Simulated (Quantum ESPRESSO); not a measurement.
Runs of Quantum ESPRESSO 7.5 on Si2Mo. Symmetry: I4/mmm, No. 139, tetragonal system. Conventional cell: a = 3.200 Å, b = 3.200 Å, c = 7.861 Å, α = 90.00°, β = 90.00°, γ = 90.00°. Mo (site symmetry 4/mmm) has 10 Si at 2.62 Å as nearest neighbours. Si (site symmetry 4mm) is surrounded by 5 Si at 2.61 to 2.63 Å and 5 Mo at 2.62 Å. 

```tsv
task	level	potentials or basis	cell	k mesh	cutoff (eV)	smearing	form of the LDA correlation	iterations	mesh quality	gap on the mesh (eV)	pressure (GPa)	largest force (eV/Å)
single point	PBE	SSSP 1.3 efficiency PBE	as given	12 × 12 × 12	816	fermi-dirac 0.05 eV	-	-	not flagged	none	2.1	(a)
phonons	LDA	GBRV 1.5 LDA	relaxed	8 × 8 × 8	612	cold 0.272 eV	PZ81	-	coarse	none	0.0	-
phonons	PBE	JTH 2.0 PBE	relaxed	10 × 10 × 10	490	gaussian 0.2 eV	-	-	not flagged	none	0.0	-
energy-loss spectrum	PBEsol	PseudoDojo 0.4 SR PBEsol stringent	as given	5 × 5 × 5	1088	cold 0.272 eV	-	200	coarse	none	-2.7	(b)
energy-loss spectrum	PBEsol	PseudoDojo 0.4.1 SR PBEsol standard	as given	4 × 4 × 4, shifted	1088	cold 0.2 eV	-	200	coarse	none	-2.2	0.19
```

Alike in all rows: no spin polarisation.

Problem. Estimate the missing entries.

Solution. (a) 0.28; (b) 0.29.

Caveats: some runs use coarse meshes; the Lanczos chain is short for so many electrons, so humps in the spectrum may be artefacts (some runs); the cutoff is low for these files, which shifts pressure and relaxed volume (some runs).

A k mesh can miss the band edges, and the runs leave out spin-orbit coupling on Mo.

A gap of «none» marks a metal or a gap under the smearing width.

Not every run made on this cell is shown here.
